**Band-edge levels of bulk 2H-MoTe₂: one-layer bands, interlayer splitting and the place of the conduction minimum**

The table holds four valence and two conduction Kohn-Sham levels at seven points of a 7×7×2 mesh (GPAW, PBE+U with U = 4.5 eV on Mo d, no spin-orbit coupling, unrelaxed cell). The program folds the points into the zone, works out direct gaps and splittings, and tests the two-layer rule that the midpoint of two partners at c = 0 equals the degenerate pair at c = 0.5, which holds to 0.03–0.05 eV at the one in-plane point where it can be checked. The conduction splitting is about three times larger midway through the zone than near K, which brings three different points within 0.08 eV of each other. A parameter-free balance of smearing electrons and holes brackets the number of mesh states at the 0.826 eV conduction minimum between 8.4 and 13.0, consistent with a twelvefold set of points, without proving its position.

Calculated values. GPAW 26.7.0, PBE+U (U = 4.5 eV on Mo d) with PAW data sets and a 500 eV plane-wave cutoff, for MoTe₂ (P6₃/mmc, 6 atoms per cell), without spin polarisation or spin-orbit coupling. The k mesh is 7×7×2, with Fermi-Dirac smearing of 0.05 eV. Levels are counted outward from the gap, with energies relative to the highest valence level on the mesh.

## Program and output

```python
# Table: Kohn-Sham levels (eV, zero at the valence top) of bulk 2H-MoTe2 at 7 mesh points; GPAW, PBE+U (Mo d 4.5 eV),
# no spin-orbit, 7x7x2 mesh. Worked out: place of each point in the zone, gaps, splittings, midpoint rule of two
# coupled layers, and one estimate (smearing carrier balance) of how many mesh states form the conduction minimum.
T = {
    'point_a': [0.0, 0.1429, 0.2857, 0.2857, 0.2857, 0.4286, 0.4286],  # reciprocal cell vector
    'point_b': [0.0, 0.0, -0.1429, -0.1429, 0.0, 0.2857, 0.4286],  # reciprocal cell vector
    'point_c': [0.0, 0.5, 0.0, 0.5, 0.0, 0.0, 0.5],  # reciprocal cell vector
    'level_under_4': [-1.039, -1.138, -1.087, -1.039, -1.098, -1.864, -1.868],  # eV
    'level_under_3': [-1.039, -1.138, -0.924, -1.039, -1.072, -1.663, -1.868],  # eV
    'level_under_2': [-0.346, -0.282, -0.72, -0.704, -1.019, -0.452, -0.418],  # eV
    'level_under_1': [0.0, -0.282, -0.584, -0.704, -0.996, -0.235, -0.418],  # eV
    'level_over_1': [2.874, 2.139, 1.046, 1.296, 1.087, 1.011, 1.28],  # eV
    'level_over_2': [2.874, 2.139, 1.605, 1.296, 1.665, 1.201, 1.28],  # eV
}
import numpy as np
# further outputs of the same run
a, c, dMoTe, nel = 3.518, 13.974, 2.716, 52
vbm, cbm, ef, dgap, sig, TS = 8.160866, 8.986709, 8.523038, 1.245782, 0.05, 2.3e-5
gap = cbm - vbm
E = np.array([T[k] for k in ('level_under_4', 'level_under_3', 'level_under_2',
                             'level_under_1', 'level_over_1', 'level_over_2')], float).T
b = 4*np.pi/(np.sqrt(3)*a); K = b/np.sqrt(3)
def dist(h, k):
    return b*min(np.sqrt((h+i)**2 + (k+j)**2 + (h+i)*(k+j)) for i in range(-2, 3) for j in range(-2, 3))
def star(h, k):
    s = set()
    for _ in range(6):
        h, k = (-k) % 7, (h+k) % 7
        s |= {(h, k), (k, h)}
    return min(s, key=lambda p: (p[0]+p[1], -p[0])), len(s)
z = np.sqrt(dMoTe**2 - a*a/3); g = c/2 - 2*z
print(f"bands filled {nel//2}; without Mo 4s4p: {(nel-16)//2} electrons, {(nel-16)//4} bands per layer")
print(f"layer thickness {2*z:.2f} A, gap between Te planes {g:.2f} A, Te-Te across it (usual 2H stacking) {np.hypot(g, a/3**.5):.2f} A")
print(f"Gamma-K length {K:.3f} 1/A; rounding of a difference of levels 0.001 eV")
print("row, star (in 1/7), c, points, |k|/|K|, distance to K (1/A), direct gap (eV)")
P = []
for r, (x, y, w) in enumerate(zip(T['point_a'], T['point_b'], T['point_c'])):
    h, k = round(7*x), round(7*y); s, m = star(h, k); P.append((s, w, m))
    dK = min(dist(h/7 - q, k/7 - q) for q in (1/3, 2/3))
    print(f" {r+1} {s} {w:.1f} {m} {dist(h/7, k/7)/K:.3f} {dK:.3f} {E[r,4]-E[r,3]:.3f}")
print("row, spacings (eV): under 3-4, under 2-3, under 1-2, over 2-1")
for r in range(len(E)):
    print(f" {r+1} {E[r,1]-E[r,0]:.3f} {E[r,2]-E[r,1]:.3f} {E[r,3]-E[r,2]:.3f} {E[r,5]-E[r,4]:.3f}")
print(f"range over rows: top valence {np.ptp(E[:,3]):.3f} eV, bottom conduction {np.ptp(E[:,4]):.3f} eV; row 5 valence spread {E[4,3]-E[4,0]:.3f} eV")
print("midpoint at c=0 (row 3) against pair at c=0.5 (row 4):")
for name, i in (("lower valence", 0), ("upper valence", 2), ("conduction", 4)):
    mid = E[2, i:i+2].mean(); sp = E[2, i+1] - E[2, i]
    print(f" {name}: {mid:.4f} vs {E[3,i]:.3f} eV, miss {mid-E[3,i]:+.4f} eV, {100*(mid-E[3,i])/sp:.0f}% of the splitting")
for r in (0, 4, 5):
    txt = f", conduction {E[r,4:].mean():.3f}" if r else ""
    print(f" midpoints of row {r+1} (eV): upper valence {E[r,2:4].mean():.3f}{txt}")
print(f"conduction splitting ratios: row 3/row 6 {(E[2,5]-E[2,4])/(E[5,5]-E[5,4]):.2f}, row 5/row 6 {(E[4,5]-E[4,4])/(E[5,5]-E[5,4]):.2f}")
print(f"gap on mesh {gap:.3f} eV; lowest listed conduction {E[:,4].min():.3f} eV, higher by {E[:,4].min()-gap:.3f} eV")
print(f"direct minus indirect gap {dgap-gap:.3f} eV: valence top at the minimum lies at or below {gap-dgap:.3f} eV")
print(f"row 7 star at c=0 would need a drop of {E[6,4]-gap:.3f} eV; largest listed half splitting {(E[2:,5]-E[2:,4]).max()/2:.3f} eV")
stars = sorted({star(h, k) for h in range(7) for k in range(7)})
for w in (0.0, 0.5):
    out = [f"{s} x{m} |k|/|K| {dist(s[0]/7, s[1]/7)/K:.2f}" for s, m in stars if (s, w, m) not in P]
    print(f"not listed, c={w}: " + "; ".join(out))
xv, xc = (ef-vbm)/sig, (cbm-ef)/sig
ratio = np.exp(xc - xv); mult = np.array([p[2] for p in P])[:, None]
Nv = (mult*np.exp(E[:, :4]/sig)).sum(); Nc = (mult*np.exp(-(E[:, 4:]-gap)/sig)).sum()
print(f"Fermi level {ef-vbm:.3f} eV above valence top, {gap/2-(ef-vbm):.3f} eV below midgap; Nc/Nv = {ratio:.2f}")
print(f"listed rows give Nv >= {Nv:.2f}, so Nc >= {Nv*ratio:.1f}; listed conduction levels add only {Nc:.2f}")
up = [49*t/(sig*(2+xv+xc))*np.exp(xc) for t in (TS-5e-7, TS, TS+5e-7)]
print(f"entropy term: carriers <= {TS/(sig*(2+xv+xc)):.1e} per cell, Nv <= {up[1]/ratio:.2f}, Nc <= {up[1]:.1f} ({up[0]:.1f} to {up[2]:.1f} by rounding)")
print("counts possible for one star: 6 or 12 at c=0, 12 or 24 for a pair at c=0.5 (98 mesh points)")
half = np.array([p[1] == 0.5 for p in P])
assert np.abs(E[half][:, 1::2] - E[half][:, 0::2]).max() < 1.5e-3
assert np.argmin(E[:, 4]-E[:, 3]) == 5 and abs(E[5, 4]-E[5, 3]-dgap) < 2e-3
assert E[:, 4].min() > gap + 0.1 and np.argmax(E[:, 3]) == 0
assert 6 + Nc < Nv*ratio < 12 < up[0] and up[2] < 24
```

Output:

```
bands filled 26; without Mo 4s4p: 18 electrons, 9 bands per layer
layer thickness 3.61 A, gap between Te planes 3.38 A, Te-Te across it (usual 2H stacking) 3.94 A
Gamma-K length 1.191 1/A; rounding of a difference of levels 0.001 eV
row, star (in 1/7), c, points, |k|/|K|, distance to K (1/A), direct gap (eV)
 1 (0, 0) 0.0 1 0.000 1.191 2.874
 2 (1, 0) 0.5 6 0.247 0.947 2.421
 3 (1, 1) 0.0 6 0.429 0.680 1.630
 4 (1, 1) 0.5 6 0.429 0.680 2.000
 5 (2, 0) 0.0 6 0.495 0.741 2.083
 6 (2, 2) 0.0 6 0.857 0.170 1.246
 7 (3, 1) 0.5 6 0.892 0.340 1.698
row, spacings (eV): under 3-4, under 2-3, under 1-2, over 2-1
 1 0.000 0.693 0.346 0.000
 2 0.000 0.856 0.000 0.000
 3 0.163 0.204 0.136 0.559
 4 0.000 0.335 0.000 0.000
 5 0.026 0.053 0.023 0.578
 6 0.201 1.211 0.217 0.190
 7 0.000 1.450 0.000 0.000
range over rows: top valence 0.996 eV, bottom conduction 1.863 eV; row 5 valence spread 0.102 eV
midpoint at c=0 (row 3) against pair at c=0.5 (row 4):
 lower valence: -1.0055 vs -1.039 eV, miss +0.0335 eV, 21% of the splitting
 upper valence: -0.6520 vs -0.704 eV, miss +0.0520 eV, 38% of the splitting
 conduction: 1.3255 vs 1.296 eV, miss +0.0295 eV, 5% of the splitting
 midpoints of row 1 (eV): upper valence -0.173
 midpoints of row 5 (eV): upper valence -1.007, conduction 1.376
 midpoints of row 6 (eV): upper valence -0.344, conduction 1.106
conduction splitting ratios: row 3/row 6 2.94, row 5/row 6 3.04
gap on mesh 0.826 eV; lowest listed conduction 1.011 eV, higher by 0.185 eV
direct minus indirect gap 0.420 eV: valence top at the minimum lies at or below -0.420 eV
row 7 star at c=0 would need a drop of 0.454 eV; largest listed half splitting 0.289 eV
not listed, c=0.0: (1, 0) x6 |k|/|K| 0.25; (2, 1) x12 |k|/|K| 0.65; (3, 0) x6 |k|/|K| 0.74; (3, 1) x6 |k|/|K| 0.89
not listed, c=0.5: (0, 0) x1 |k|/|K| 0.00; (2, 0) x6 |k|/|K| 0.49; (2, 1) x12 |k|/|K| 0.65; (2, 2) x6 |k|/|K| 0.86; (3, 0) x6 |k|/|K| 0.74
Fermi level 0.362 eV above valence top, 0.051 eV below midgap; Nc/Nv = 7.61
listed rows give Nv >= 1.10, so Nc >= 8.4; listed conduction levels add only 0.26
entropy term: carriers <= 2.5e-05 per cell, Nv <= 1.70, Nc <= 13.0 (12.7 to 13.2 by rounding)
counts possible for one star: 6 or 12 at c=0, 12 or 24 for a pair at c=0.5 (98 mesh points)
```
